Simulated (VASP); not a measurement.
# Sb (R-3m) in VASP: a series of runs, part 2 of 3

VASP 6.6.1.

**4. Relaxation of cell and atoms, r2SCAN+rVV10**

Input file INCAR:

```
SYSTEM = Sb
PREC = Accurate ; ENCUT = 600
EDIFF = 1E-6 ; ISMEAR = 1
SIGMA = 0.1 ; LREAL = .False.
LASPH = .True. ; NELM = 80
ALGO = Normal ; ISIF = 3
LWAVE = .False. ; LCHARG = .False.
METAGGA = R2SCAN ; LMIXTAU = .True.
LUSE_VDW = .True. ; IVDW_NL = 2
BPARAM = 11.95 ; CPARAM = 0.0093
IBRION = 2 ; NSW = 90
EDIFFG = -0.01
```

Input file KPOINTS:

```
regular mesh
0
Gamma
  10 10 10
  0 0 0
```

Input file POSCAR:

```
Sb
1.0
    2.1542000000      1.2437279499      3.7580000000
   -2.1542000000      1.2437279499      3.7580000000
    0.0000000000     -2.4874558998      3.7580000000
Sb
2
Direct
    0.2334900000      0.2334900000      0.2334900000
    0.7665100000      0.7665100000      0.7665100000
```

Potentials or basis: VASP PAW PBE potentials, release 64 (Sb).

Run with:

```sh
cat potpaw_PBE.64/Sb/POTCAR > POTCAR
mpirun -np 1 vasp_std > vasp.out
```

OUTCAR:

```text
SYSTEM = Sb
   PREC = Accurate
   ENCUT = 600
   EDIFF = 1E-6
   ISMEAR = 1
   LREAL = .False.
   LASPH = .True.
   NELM = 80
   ISIF = 3
   METAGGA = R2SCAN
   IVDW_NL = 2
   BPARAM = 11.95
   IBRION = 2
   NSW = 90
   EDIFFG = -0.01

 ion  position               nearest neighbor table
   1  0.233  0.233  0.233-   2 2.91   2 2.91   2 2.91   2 3.35   2 3.35   2 3.35
   2  0.767  0.767  0.767-   1 2.91   1 2.91   1 2.91   1 3.35   1 3.35   1 3.35

  LATTYP: Found a trigonal (rhomboedric) cell.
 ALAT       =     4.5066618304
 COS(alpha) =     0.5430253624

  Lattice vectors:

 A1 = (   2.1542000000,   1.2437279499,   3.7580000000)
 A2 = (  -2.1542000000,   1.2437279499,   3.7580000000)
 A3 = (   0.0000000000,  -2.4874558998,   3.7580000000)

Analysis of symmetry for initial positions (statically):
=====================================================================
 Subroutine PRICEL returns:
 Original cell was already a primitive cell.

 Routine SETGRP: Setting up the symmetry group for a
 trigonal (rhombohedral) supercell.

 Subroutine GETGRP returns: Found 12 space group operations
 (whereof 12 operations were pure point group operations)
 out of a pool of 12 trial point group operations.

The static configuration has the point symmetry D_3d.

Analysis of symmetry for dynamics (positions and initial velocities):
=====================================================================
 Subroutine PRICEL returns:
 Original cell was already a primitive cell.

 Routine SETGRP: Setting up the symmetry group for a
 trigonal (rhombohedral) supercell.

 Subroutine GETGRP returns: Found 12 space group operations
 (whereof 12 operations were pure point group operations)
 out of a pool of 12 trial point group operations.

The dynamic configuration has the point symmetry D_3d.

 Subroutine INISYM returns: Found 12 space group operations
 (whereof 12 operations are pure point group operations),
 and found     1 'primitive' translations

----------------------------------------------------------------------------------------

                                     Primitive cell

  volume of cell :      60.4115

  direct lattice vectors                    reciprocal lattice vectors
     2.154200000  1.243727950  3.758000000     0.232104726  0.134005726  0.088699663
    -2.154200000  1.243727950  3.758000000    -0.232104726  0.134005726  0.088699663
     0.000000000 -2.487455900  3.758000000     0.000000000 -0.268011452  0.088699663

  length of vectors
     4.506661830  4.506661830  4.506661830     0.282307932  0.282307932  0.282307932

  position of ions in fractional coordinates (direct lattice)
     0.233490000  0.233490000  0.233490000
     0.766510000  0.766510000  0.766510000

  ion indices of the primitive-cell ions
   primitive index   ion index
                 1           1
                 2           2

----------------------------------------------------------------------------------------

 KPOINTS: regular mesh

Automatic generation of k-mesh.
 Grid dimensions read from file:
 generate k-points for:   10   10   10

 Generating k-lattice:

  Cartesian coordinates                     Fractional coordinates (reciprocal lattice)
     0.023210473  0.013400573  0.008869966     0.100000000  0.000000000 -0.000000000
    -0.023210473  0.013400573  0.008869966     0.000000000  0.100000000 -0.000000000
     0.000000000 -0.026801145  0.008869966    -0.000000000 -0.000000000  0.100000000

  Length of vectors
     0.028230793  0.028230793  0.028230793

  Shift w.r.t. Gamma in fractional coordinates (k-lattice)
     0.000000000  0.000000000  0.000000000

 Subroutine IBZKPT returns following result:
 ===========================================

 Found    116 irreducible k-points:

 Following reciprocal coordinates:
            Coordinates               Weight
  0.000000  0.000000  0.000000      1.000000
  0.100000 -0.000000 -0.000000      6.000000
  0.200000 -0.000000 -0.000000      6.000000
  0.300000 -0.000000 -0.000000      6.000000
  0.400000 -0.000000  0.000000      6.000000
  0.500000 -0.000000 -0.000000      3.000000
[... 16 lines left out ...]
  0.300000  0.300000 -0.000000      6.000000
  0.400000  0.300000 -0.000000     12.000000
 [... further k-points ...]
   k-points           NKPTS =    116   k-points in BZ     NKDIM =    116   number of bands    NBANDS=      9
   number of dos      NEDOS =    301   number of ions     NIONS =      2
   total plane-waves  NPLWV =  46656
   dimension x,y,z NGX =    36 NGY =   36 NGZ =   36
   dimension x,y,z NGXF=    72 NGYF=   72 NGZF=   72
   ions per type =               2
   NGX,Y,Z   is equivalent  to a cutoff of  13.28, 13.28, 13.28 a.u.
   NGXF,Y,Z  is equivalent  to a cutoff of  26.56, 26.56, 26.56 a.u.
 SYSTEM =  Sb
   PREC   = accura    normal or accurate (medium, high low for compatibility)
   ISTART =      0    job   : 0-new  1-cont  2-samecut
   ICHARG =      2    charge: 1-file 2-atom 10-const
   ISPIN  =      1    spin polarized calculation?
   LNONCOLLINEAR =      F non collinear calculations
   LSORBIT =      F    spin-orbit coupling
   LASPH  =      T    aspherical Exc in radial PAW
   ENCUT  =  600.0 eV  44.10 Ry    6.64 a.u.   9.00  9.00  9.00*2*pi/ulx,y,z
   NELM   =     80;   NELMIN=  2; NELMDL= -5     # of ELM steps
   EDIFF  = 0.1E-05   stopping-criterion for ELM
   LREAL  =      F    real-space projection
   EDIFFG = -.1E-01   stopping-criterion for IOM
   NSW    =     90    number of steps for IOM
   IBRION =      2    ionic relax: 0-MD 1-quasi-New 2-CG
   NFREE  =      1    steps in history (QN), initial steepest desc. (CG)
   ISIF   =      3    stress and relaxation
   ISYM   =      2    0-nonsym 1-usesym 2-fastsym
   POTIM  = 0.5000    time-step for ionic-motion
   TEBEG  =    0.0;   TEEND  =   0.0 temperature during run
   PSTRESS=    0.0 pullay stress
   NELECT =      10.0000    total number of electrons
   NUPDOWN=      -1.0000    fix difference up-down
   EMIN   =  10.00;   EMAX   =-10.00  energy-range for DOS
   EFERMI =   0.00;   METHOD = LEGACY
   ISMEAR =     1;   SIGMA  =   0.10  broadening in eV -4-tet -1-fermi 0-gaus
   EFERMI_NEDOS =   21; number of points for ismear=-14 and -15
   IALGO  =     38    algorithm
   IMIX   =      4    mixing-type and parameters
     AMIX     =   0.40;   BMIX     =  1.00
     AMIX_MAG =   1.60;   BMIX_MAG =  1.00
  volume/ion in A,a.u.               =      30.21       203.84
  Fermi-wavevector in a.u.,A,eV,Ry     =   0.898880  1.698637 10.993305  0.807985
  Thomas-Fermi vector in A             =   2.021644
   LORBIT       =      0    0 simple, 1 ext, 2 COOP (PROOUT), +10 PAW based schemes
   METAGGA = R2SCAN    functional components
   LHFCALC =     F    Hartree Fock is set to
   AEXX    =    0.0000 exact exchange contribution
   IVDW_NL    =     2    kernel type
   BPARAM     =11.9500
   IVDW    =     0    specifies the selected vdW correction
   LEPSILON=     F    determine dielectric tensor
   LRPA    =     F    only Hartree local field effects (RPA)
 conjugate gradient relaxation of ions
 non-spin polarized calculation
 Methfessel and Paxton  Order N= 1 SIGMA  =   0.10
  energy-cutoff  :      600.00
  volume of cell :       60.41
 maximum number of plane-waves:      2036
   NGX = 17   NGY = 17   NGZ = 17

--------------------------------------- Ionic step        1  -------------------------------------------

 number of electron      10.0000000 magnetization

 Free energy of the ion-electron system (eV)
  ---------------------------------------------------
  ext. energy  EPLUGINS =         0.00000000
  ---------------------------------------------------
  free energy    TOTEN  =       -51.08447548 eV

  energy without entropy =      -51.08449751  energy(sigma->0) =      -51.08448282

 E-fermi :   7.2743     XC(G=0): -10.0322

 val. band max:        7.2690670941   @ k =   0.4000   0.3000   0.3000
 cond. band min:       7.3185822235   @ k =   0.5000   0.5000   0.5000
 fundamental gap:      0.0495151294
 Fermi energy:         7.2742786027

 k-point     1 :       0.0000    0.0000    0.0000
  band No.  band energies     occupation
      1      -6.1113      2.00000
      2       2.4635      2.00000
      3       4.9605      2.00000
      4       5.2250      2.00000
      5       5.2250      2.00000
      6       9.3772      0.00000
      7      10.0318      0.00000
      8      10.0318      0.00000
      9      12.6242      0.00000
[... 377 lines left out ...]
  FREE ENERGIE OF THE ION-ELECTRON SYSTEM (eV)
  ---------------------------------------------------
  free  energy   TOTEN  =       -51.0885957284 eV

  energy  without entropy=      -51.0886325627  energy(sigma->0) =      -51.08860801

[... ionic steps 4 to 7 ...]

--------------------------------------- Ionic step        8  -------------------------------------------

 number of electron      10.0000000 magnetization

------------------------ aborting loop because EDIFF is reached ----------------------------------------
[... 67 lines left out ...]
--------------------------------------- Ionic step       10  -------------------------------------------

 number of electron      10.0000000 magnetization

 Free energy of the ion-electron system (eV)
  ---------------------------------------------------
  ext. energy  EPLUGINS =         0.00000000
  ---------------------------------------------------
  free energy    TOTEN  =       -51.08868155 eV

  energy without entropy =      -51.08872321  energy(sigma->0) =      -51.08869543

 E-fermi :   7.0191     XC(G=0):  -9.9470

 val. band max:        7.0034674101   @ k =   0.4000   0.3000   0.3000
 cond. band min:       7.0930108992   @ k =   0.5000   0.5000   0.5000
 fundamental gap:      0.0895434891
 Fermi energy:         7.0190582259

 k-point     1 :       0.0000    0.0000    0.0000
  band No.  band energies     occupation
      1      -6.1979      2.00000
      2       2.1138      2.00000
      3       4.7814      2.00000
      4       5.0154      2.00000
      5       5.0154      2.00000
      6       9.1203      0.00000
      7       9.7562      0.00000
      8       9.7562      0.00000
      9      12.3940      0.00000
[... 305 lines left out ...]
  FREE ENERGIE OF THE ION-ELECTRON SYSTEM (eV)
  ---------------------------------------------------
  free  energy   TOTEN  =       -51.0886815457 eV

  energy  without entropy=      -51.0887232093  energy(sigma->0) =      -51.08869543

 reached required accuracy - stopping structural energy minimisation
```

OSZICAR:

```text
N       E                     dE             d eps       ncg     rms          rms(c)
DAV:   1    -0.424269345316E+00   -0.42427E+00   -0.41587E+03  2088   0.102E+03
DAV:   2    -0.504008596865E+02   -0.49977E+02   -0.49048E+02  2864   0.138E+02
DAV:   3    -0.522910094794E+02   -0.18901E+01   -0.18572E+01  2591   0.320E+01
[... 61 lines left out ...]
DAV:   2    -0.510886827088E+02   -0.10618E-06   -0.33054E-06  2122   0.143E-02
   9 F= -.51088683E+02 E0= -.51088697E+02  d E =-.134236E-04
       N       E                     dE             d eps       ncg     rms          rms(c)
DAV:   1    -0.510886812769E+02    0.13258E-05   -0.12824E-05  2302   0.231E-02    0.196E-03
DAV:   2    -0.510886815457E+02   -0.26882E-06   -0.10090E-06  1064   0.988E-03
  10 F= -.51088682E+02 E0= -.51088695E+02  d E =-.122605E-04
```

Wall time 17 min (1 thread of AMD EPYC 9R45 (Zen 5), shared host); peak memory 0.41 GiB.

What came out:

```
Free energy                            : -51.0887 eV
Relaxed volume                         : 30.79 Å³/atom
Relaxed cell                           : a = 4.533 Å, b = 4.533 Å, c = 4.533 Å, α = 57.17°, β = 57.17°, γ = 57.17°
Space group after relaxing (to 0.05 Å) : R-3m (No. 166)
Energy gained by relaxing              : 2.1 meV/atom
Ionic steps                            : 10
Pressure after relaxing                : 0.0 GPa
Band gap on the k mesh                 : none (metal or under the smearing width)
```

The path:
| step | energy change (eV) | largest force (eV/Å) | pressure (GPa) | volume (Å³) |
| --- | --- | --- | --- | --- |
| 1 | 0.0000 | 0.0961 | 1.18 | 60.41 |
| 2 | -0.0014 | 0.1182 | -0.86 | 62.38 |
| 3 | -0.0041 | 0.0240 | 0.03 | 61.48 |
| 4 | -0.0041 | 0.0261 | 0.02 | 61.50 |
| 5 | -0.0041 | 0.0284 | 0.00 | 61.52 |
| 6 | -0.0042 | 0.0195 | -0.03 | 61.56 |
| 7 | -0.0042 | 0.0071 | -0.04 | 61.61 |
| 8 | -0.0042 | 0.0045 | 0.06 | 61.55 |
| 9 | -0.0042 | 0.0002 | 0.04 | 61.57 |
| 10 | -0.0042 | 0.0009 | 0.02 | 61.58 |

Final structure:
```
Sb
1.0
     2.16899    1.25227    3.77849
    -2.16899    1.25227    3.77849
     0.00000   -2.50453    3.77849
Sb
2
Cartesian
  0.0000 0.0000 2.6464
  0.0000 0.0000 8.6891
```

Levels at points of the mesh, in eV from the Fermi level:
| k point | band 2 | band 3 | band 4 | band 5 | band 6 | band 7 | band 8 | band 9 |
| --- | --- | --- | --- | --- | --- | --- | --- | --- |
| (0.00, 0.00, 0.00) | -4.91 | -2.24 | -2.00 | -2.00 | 2.10 | 2.74 | 2.74 | 5.37 |
| (0.50, 0.00, 0.00) | -10.01 | -2.14 | -1.99 | -0.37 | -0.12 | 0.30 | 0.49 | 8.04 |
| (0.50, 0.50, 0.00) | -8.31 | -5.63 | -3.95 | -3.89 | 1.70 | 5.07 | 5.74 | 7.16 |
| (0.50, 0.50, 0.50) | -9.30 | -1.48 | -1.48 | -0.41 | 0.07 | 0.07 | 1.21 | 7.42 |

Caveat: the PAW data sets were made with another functional, which shifts forces and pressure a little.

**5. Relaxation of cell and atoms, r2SCAN+rVV10**

This run uses another cell than the first one, of 30.79 Å³/atom, 1.019 times its volume.

INCAR, as its differences from that of step 4:

```diff
@@ -2,3 +2,3 @@
 PREC = Accurate ; ENCUT = 600
-EDIFF = 1E-6 ; ISMEAR = 1
+EDIFF = 1E-7 ; ISMEAR = 1
 SIGMA = 0.1 ; LREAL = .False.
@@ -11,2 +11,2 @@
 IBRION = 2 ; NSW = 90
-EDIFFG = -0.01
+EDIFFG = -0.005
```

KPOINTS is that of step 4.

Input file POSCAR:

```
Sb                                      
1.0
    2.1689897262      1.2522668023      3.7784921743
   -2.1689897262      1.2522668023      3.7784921743
   -0.0000000000     -2.5045336046      3.7784921743
  Sb            
     2
Direct
     0.2334575746575783    0.2334575746575783    0.2334575746575783
     0.7665424253424218    0.7665424253424218    0.7665424253424218
```

Run with:

```sh
cat potpaw_PBE.64/Sb/POTCAR > POTCAR
mpirun -np 1 vasp_std > vasp.out
```

Run time: 13 min. Hardware: 1 thread of AMD EPYC 9R45 (Zen 5), shared host; peak memory 0.39 GiB.

The run converged. Its results:

```
Free energy                            : -51.0887 eV
Relaxed volume                         : 30.79 Å³/atom
Relaxed cell                           : a = 4.533 Å, b = 4.533 Å, c = 4.533 Å, α = 57.17°, β = 57.17°, γ = 57.17°
Space group after relaxing (to 0.05 Å) : R-3m (No. 166)
Energy gained by relaxing              : 0.0 meV/atom
Ionic steps                            : 7
Pressure after relaxing                : 0.0 GPa
Band gap on the k mesh                 : none (metal or under the smearing width)
```

Forces in eV/Å, atoms in the order of the input:
```
Sb   0.000  0.000 -0.002
Sb   0.000  0.000  0.002
```

Final structure:
```
Sb
1.0
     2.16908    1.25232    3.77879
    -2.16908    1.25232    3.77879
     0.00000   -2.50464    3.77879
Sb
2
Direct
  0.23346 0.23346 0.23346
  0.76654 0.76654 0.76654
```

Levels at points of the mesh, in eV from the Fermi level:
| k point | band 3 | band 4 | band 5 | band 6 | band 7 | band 8 |
| --- | --- | --- | --- | --- | --- | --- |
| (0.00, 0.00, 0.00) | -2.24 | -2.00 | -2.00 | 2.10 | 2.74 | 2.74 |
| (0.50, 0.00, 0.00) | -2.14 | -1.99 | -0.37 | -0.12 | 0.30 | 0.49 |
| (0.50, 0.50, 0.00) | -5.63 | -3.95 | -3.89 | 1.70 | 5.07 | 5.74 |
| (0.50, 0.50, 0.50) | -1.48 | -1.48 | -0.41 | 0.07 | 0.07 | 1.21 |

Caveat: the PAW data sets were made with another functional, which shifts forces and pressure a little. The run has no spin-orbit coupling, so splittings on Sb are missing.

(Continued in part 3 of 3.)
